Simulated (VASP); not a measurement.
VASP 6.6.1 run: LiF

INCAR

```
ALGO = Normal
METAGGA = R2SCAN
IBRION = -1
NELM = 120
LCHARG = .FALSE.
LWAVE = .FALSE.
NSW = 0
ISPIN = 2
ISIF = 2
EDIFF = 1E-7
PREC = Single
NBANDS = 12
LREAL = .FALSE.
ISMEAR = 0
LASPH = .TRUE.
ENCUT = 520
SIGMA = 0.01
MAGMOM = -2 -2
```

KPOINTS

```
KPOINTS created by Atomic Simulation Environment
0
Gamma
10 10 10
0 0 0
```

POSCAR

```
Li F
 1.0000000000000000
     0.0000000000000000    2.1767797081000002    2.0966475590000000
     2.1767797081000002    0.0000000000000000    2.0966475590000000
     2.1767797081000002    2.1767797081000002    0.0000000000000000
 Li  F
   1   1
Cartesian
  0.0000000000000000  0.0000000000000000  0.0000000000000000
  1.0883898540500003  1.0883898540500003  1.0483237795000000
```

The recommended PBE PAW datasets give the neutral cell 10 valence electrons.

Command

```
mpirun -np 1 vasp_std
```

Question: Predict the outcome of this run.

Answer: It converged. Results: pressure -0.8 GPa; magnetic moment of the cell 0.00 μB.

OSZICAR

```
N       E                     dE             d eps       ncg     rms          rms(c)
DAV:   1     0.378288181843E+02    0.37829E+02   -0.53884E+03  4976   0.858E+02
DAV:   2    -0.646365054623E+01   -0.44292E+02   -0.43289E+02  5856   0.194E+02
DAV:   3    -0.784642219034E+01   -0.13828E+01   -0.13773E+01  6564   0.305E+01
DAV:   4    -0.786869500297E+01   -0.22273E-01   -0.22270E-01  5764   0.431E+00
DAV:   5    -0.786911445480E+01   -0.41945E-03   -0.41945E-03  6748   0.470E-01    0.239E+01
DAV:   6    -0.105778476908E+02   -0.27087E+01   -0.46914E+00  6844   0.151E+01    0.984E+00
DAV:   7    -0.117095134861E+02   -0.11317E+01   -0.80003E-01  5900   0.738E+00    0.185E+00
DAV:   8    -0.117819249371E+02   -0.72411E-01   -0.11248E-01  5364   0.347E+00    0.828E-01
DAV:   9    -0.117777135056E+02    0.42114E-02   -0.23338E-02  6024   0.167E+00    0.558E-01
DAV:  10    -0.118042777014E+02   -0.26564E-01   -0.61378E-03  5296   0.939E-01    0.102E-01
DAV:  11    -0.118045675838E+02   -0.28988E-03   -0.10627E-03  5732   0.321E-01    0.389E-02
DAV:  12    -0.118046987074E+02   -0.13112E-03   -0.13275E-04  6188   0.107E-01    0.193E-02
DAV:  13    -0.118047128311E+02   -0.14124E-04   -0.49472E-05  5484   0.633E-02    0.689E-03
DAV:  14    -0.118047132490E+02   -0.41783E-06   -0.35122E-06  5636   0.182E-02    0.240E-03
DAV:  15    -0.118047126769E+02    0.57210E-06   -0.66538E-07  5880   0.721E-03    0.609E-04
DAV:  16    -0.118047121489E+02    0.52798E-06   -0.14470E-07  5416   0.334E-03    0.943E-04
DAV:  17    -0.118047120182E+02    0.13070E-06   -0.47507E-08  5344   0.173E-03    0.279E-04
DAV:  18    -0.118047119945E+02    0.23687E-07   -0.67323E-09  5308   0.748E-04
   1 F= -.11804712E+02 E0= -.11804712E+02  d E =-.341420E-42  mag=    -0.0000
```

For comparison, a separate r²SCAN run of the intended cell, on usual settings and not on those above, gives a gap of 8.68 eV on its mesh and a pressure of -0.7 GPa.
